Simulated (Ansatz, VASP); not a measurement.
# KI in VASP and in Ansatz

```
CELL_PARAMETERS angstrom
0.00000 3.52455 3.52455
3.52455 0.00000 3.52455
3.52455 3.52455 0.00000
ATOMIC_POSITIONS crystal
K 0.00000 0.00000 0.00000
I 0.50000 0.50000 0.50000
```

Alike in both runs: task electric field gradients; functional PBEsol; k mesh 8 × 8 × 8; occupations fermi-dirac, width 0.01 eV; no spin polarisation.

|  | VASP | Ansatz |
| --- | --- | --- |
| version | VASP 6.6.1 | Ansatz 0.2.0 |
| potentials or method | VASP PAW PBE potentials, release 64 (K_sv, I) | PAW with Ansatz's default frozen-core files, scalar-relativistic |
| plane-wave cutoff (eV) | 520 | 420 |
| valence electrons in the cell | 16 | 26 |

```csv
,VASP,Ansatz,Ansatz less VASP
gap on the k mesh at the Fermi level (eV),3.83,3.83,+0.004
pressure (GPa),-0.2,-0.2,-0.03
Vzz of the field gradient on the site that differs most (V/Å²),0.0,0.0,0.00
```

The two sets of potentials don't hold the same shells in valence. Ansatz warned: «gradients_without_spin_orbit».

Caveats: the PAW data sets were made with another functional, which shifts forces and pressure a little (VASP); spin-orbit coupling is left out, which moves the levels of the heavy elements. A k mesh can miss the band edges.
